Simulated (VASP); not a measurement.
A run of VASP 6.6.1:

Contents of INCAR:

```
SYSTEM = Nb
PREC = Accurate
ENCUT = 600
EDIFF = 1E-6
ISMEAR = 0
SIGMA = 0.1
LREAL = .False.
LASPH = .True.
NELM = 100
ALGO = Normal
ISIF = 3
LWAVE = .False.
LCHARG = .False.
GGA = PE
IBRION = 2
NSW = 80
EDIFFG = -0.025
```

File KPOINTS:

```
regular mesh
0
Gamma
  14 14 14
  0 0 0
```

POSCAR

```
Nb
1.0
    0.0000000000      2.1072054382      2.1072054382
    2.1072054382      0.0000000000      2.1072054382
    2.1072054382      2.1072054382      0.0000000000
Nb
1
Direct
    0.0000000000      0.0000000000      0.0000000000
```

Potentials or basis: VASP PAW PBE potentials, release 64 (Nb_sv).

Run with:

```sh
$ cat potpaw_PBE.64/Nb_sv/POTCAR > POTCAR
$ mpirun -np 1 vasp_std > vasp.out
```

Hardware: 1 thread of Intel(R) Xeon(R) Platinum 8259CL CPU @ 2.50GHz (Skylake/Cascade Lake), on a shared host.

Task: Estimate the wall time of this run.

Result: Wall time 12 s on 1 thread of Intel(R) Xeon(R) Platinum 8259CL CPU @ 2.50GHz (Skylake/Cascade Lake), on a shared host, peak memory 0.15 GiB. Counts: scf iterations 12, k points 104, ion steps 1.
